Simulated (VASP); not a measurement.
Os:

```
Os
1.0
     2.73410    0.00000    0.00000
    -1.36705    2.36780    0.00000
     0.00000    0.00000    4.31970
Os
2
Direct
  0.66667 0.33333 0.75000
  0.33333 0.66667 0.25000
```

* Program: VASP 6.6.1
* Task: relaxation of cell and atoms
* Functional: revPBE
* Potentials or basis: VASP PAW PBE potentials, release 64 (Os)
* Cutoff: 600 eV
* k mesh: 11 × 11 × 6
* Occupations: fermi-dirac, width 0.05 eV
* Spin: no spin polarisation

At the start: pressure 11.8 GPa; volume 13.98 Å³/atom.

**Question.** Where does the relaxation end?

**Answer.** Over 9 steps the energy falls by 14.0 meV/atom and the volume is 14.38 Å³/atom (+2.8 %); space group P6_3/mmc (No. 194, to 0.05 Å).

Step by step:
```tsv
step	energy change (eV)	largest force (eV/Å)	pressure (GPa)	volume (Å³)
1	0.0000	0.0000	11.77	27.96
2	0.4074	0.0000	-34.58	32.33
3	-0.0280	0.0000	-0.60	28.80
4	-0.0280	0.0000	-0.03	28.76
5	-0.0280	0.0000	0.19	28.74
6	-0.0280	0.0000	0.17	28.74
7	-0.0281	0.0000	0.19	28.74
8	-0.0280	0.0000	-0.54	28.79
9	-0.0281	0.0000	0.02	28.75
```

Final structure:
```xyz
2
Lattice="2.7602 0.0000 0.0000 -1.3801 2.3904 0.0000 0.0000 0.0000 4.3578" Properties=species:S:1:pos:R:3 pbc="T T T"
Os    1.3801    0.7968    3.2683
Os    0.0000    1.5936    1.0894
```

Caveat: the PAW data sets were made with another functional, which shifts forces and pressure a little.
